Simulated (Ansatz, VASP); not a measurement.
## BeTe in VASP and in Ansatz

```xyz
2
Lattice="0.0000 2.7609 2.7609 2.7609 0.0000 2.7609 2.7609 2.7609 0.0000" Properties=species:S:1:pos:R:3 pbc="T T T"
Be    0.0000    0.0000    0.0000
Te    4.1414    4.1414    4.1414
```

Alike in both runs: functional r2SCAN; k mesh 8 × 8 × 8; no spin polarisation.

Ansatz relaxed the structure, and its values are those at the end. VASP's run is a single point on that final structure, the one shown.

|  | VASP | Ansatz |
| --- | --- | --- |
| version | VASP 6.6.1 | Ansatz 0.2.0 |
| potentials or method | VASP PAW PBE potentials, release 64 (Be, Te) | PAW with Ansatz's default frozen-core files, scalar-relativistic |
| plane-wave cutoff (eV) | 520 | 500 |
| occupations | gaussian, width 0.01 eV | fixed |
| valence electrons in the cell | 8 | 18 |

Ansatz gave:

| Quantity | Value |
| --- | --- |
| gap on the k mesh at the Fermi level (eV) | 2.19 |
| pressure (GPa) | 5.0 |

Question: Estimate VASP's values.

Answer: gap on the k mesh at the Fermi level (eV): 2.18; pressure (GPa): 5.2.

The two sets of potentials don't hold the same shells in valence.

Caveats: the PAW data sets were made with another functional, which shifts forces and pressure a little (VASP); spin-orbit coupling is left out, which moves the levels of the heavy elements. A k mesh can miss the band edges.
